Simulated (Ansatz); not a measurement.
Geometry optimisation in Ansatz: input, command and trajectory.

```yaml
crystal:
  lattice:
    - [3.4863146068, 0.0, 0.0]
    - [0.0, 3.4863146068, 0.0]
    - [0.0, 0.0, 3.9637599486]
  atoms:
    - { symbol: Sn, position: [0.0, 0.5, 0.2867531585] }
    - { symbol: Sn, position: [0.5, 0.0, 0.7132468415] }
    - { symbol: O, position: [0.5, 0.5, 0.0] }
    - { symbol: O, position: [0.0, 0.0, 0.0] }
basis:
  ecutwfc: 420
kpoints:
  mp_grid: { grid: [12, 12, 10] }
hamiltonian:
  xc: pbesol
scf:
  occupations: { method: gaussian, width: 0.1 }
output:
  forces: true
  stress: true
  eigenvalues: true
relax:
  adjacent_minimum: "off"
  f_tol: 0.008
  max_steps: 50
  cell: { stress_tol: 0.08, p_target: 50.0 }
```

```bash
ansatz run input.yaml --threads 1 --pin off --max-ram 2560MiB --backend cpu --events-out ev --progress --plain --runs-dir out
```

Computed with DFT PBEsol, scalar-relativistic, plane waves, PAW (Ansatz).

Of 9 frames 8 are shown, positions in Å and forces in eV/Å; the SCF threshold varies from step to step. Steps run on the plane waves of an earlier cell, with a Pulay correction in the pressure. The basis is chosen afresh for the last frame, the zero of the energies, and at times for earlier ones too; energy and pressure step there, also at an unchanged geometry. The relaxation lowers the enthalpy F + PV at the target pressure, so the free energy itself can rise. The mark taken_back stands on steps that the optimiser undid.

```xyz
4
Lattice="3.4863 0.0000 0.0000 0.0000 3.4863 0.0000 0.0000 0.0000 3.9638" Properties=species:S:1:pos:R:3:forces:R:3 pbc="T T T" step=1 free_energy_over_end_meV_per_atom=-88.91 pressure_GPa=45.69
Sn    0.0000    1.7432    1.1366    0.0000    0.0000    1.1756
Sn    1.7432    0.0000    2.8271    0.0000    0.0000   -1.1756
O     1.7432    1.7432    0.0000    0.0000    0.0000    0.0000
O     0.0000    0.0000    0.0000    0.0000    0.0000    0.0000
4
Lattice="3.4240 0.0000 0.0000 0.0000 3.4240 0.0000 0.0000 0.0000 3.7703" Properties=species:S:1:pos:R:3:forces:R:3 pbc="T T T" step=2 free_energy_over_end_meV_per_atom=247.15 pressure_GPa=65.88 taken_back
Sn    0.0000    1.7120    1.1923    0.0000    0.0000   -1.4151
Sn    1.7120    0.0000    2.5781    0.0000    0.0000    1.4151
O     1.7120    1.7120    0.0000    0.0000    0.0000    0.0000
O     0.0000    0.0000    0.0000    0.0000    0.0000    0.0000
4
Lattice="3.4904 0.0000 0.0000 0.0000 3.4904 0.0000 0.0000 0.0000 3.8713" Properties=species:S:1:pos:R:3:forces:R:3 pbc="T T T" step=3 free_energy_over_end_meV_per_atom=-30.33 pressure_GPa=47.08
Sn    0.0000    1.7452    1.1652    0.0000    0.0000   -0.2324
Sn    1.7452    0.0000    2.7062    0.0000    0.0000    0.2324
O     1.7452    1.7452    0.0000    0.0000    0.0000    0.0000
O     0.0000    0.0000    0.0000    0.0000    0.0000    0.0000
4
Lattice="3.4829 0.0000 0.0000 0.0000 3.4829 0.0000 0.0000 0.0000 3.8562" Properties=species:S:1:pos:R:3:forces:R:3 pbc="T T T" step=4 free_energy_over_end_meV_per_atom=-1.58 pressure_GPa=50.12
Sn    0.0000    1.7414    1.1567    0.0000    0.0000    0.0113
Sn    1.7414    0.0000    2.6995    0.0000    0.0000   -0.0113
O     1.7414    1.7414    0.0000    0.0000    0.0000    0.0000
O     0.0000    0.0000    0.0000    0.0000    0.0000    0.0000
4
Lattice="3.4780 0.0000 0.0000 0.0000 3.4780 0.0000 0.0000 0.0000 3.8689" Properties=species:S:1:pos:R:3:forces:R:3 pbc="T T T" step=5 free_energy_over_end_meV_per_atom=-3.42 pressure_GPa=50.04
Sn    0.0000    1.7390    1.1598    0.0000    0.0000   -0.0037
Sn    1.7390    0.0000    2.7092    0.0000    0.0000    0.0037
O     1.7390    1.7390    0.0000    0.0000    0.0000    0.0000
O     0.0000    0.0000    0.0000    0.0000    0.0000    0.0000
4
Lattice="3.4789 0.0000 0.0000 0.0000 3.4789 0.0000 0.0000 0.0000 3.8672" Properties=species:S:1:pos:R:3:forces:R:3 pbc="T T T" step=6 free_energy_over_end_meV_per_atom=-3.78 pressure_GPa=50.00
Sn    0.0000    1.7395    1.1593    0.0000    0.0000    0.0000
Sn    1.7395    0.0000    2.7079    0.0000    0.0000    0.0000
O     1.7395    1.7395    0.0000    0.0000    0.0000    0.0000
O     0.0000    0.0000    0.0000    0.0000    0.0000    0.0000
4
Lattice="3.4789 0.0000 0.0000 0.0000 3.4789 0.0000 0.0000 0.0000 3.8672" Properties=species:S:1:pos:R:3:forces:R:3 pbc="T T T" step=7 free_energy_over_end_meV_per_atom=-2.40 pressure_GPa=49.83
Sn    0.0000    1.7395    1.1593    0.0000    0.0000   -0.0002
Sn    1.7395    0.0000    2.7079    0.0000    0.0000    0.0002
O     1.7395    1.7395    0.0000    0.0000    0.0000    0.0000
O     0.0000    0.0000    0.0000    0.0000    0.0000    0.0000
4
Lattice="3.4796 0.0000 0.0000 0.0000 3.4796 0.0000 0.0000 0.0000 3.8630" Properties=species:S:1:pos:R:3:forces:R:3 pbc="T T T" step=9 free_energy_over_end_meV_per_atom=0.00 pressure_GPa=50.00
Sn    0.0000    1.7398    1.1585    0.0000    0.0000   -0.0001
Sn    1.7398    0.0000    2.7045    0.0000    0.0000    0.0001
O     1.7398    1.7398    0.0000    0.0000    0.0000    0.0000
O     0.0000    0.0000    0.0000    0.0000    0.0000    0.0000
```

It took 110 s on 1 thread of Arm Neoverse V1, on a shared host, peak memory 0.44 GiB.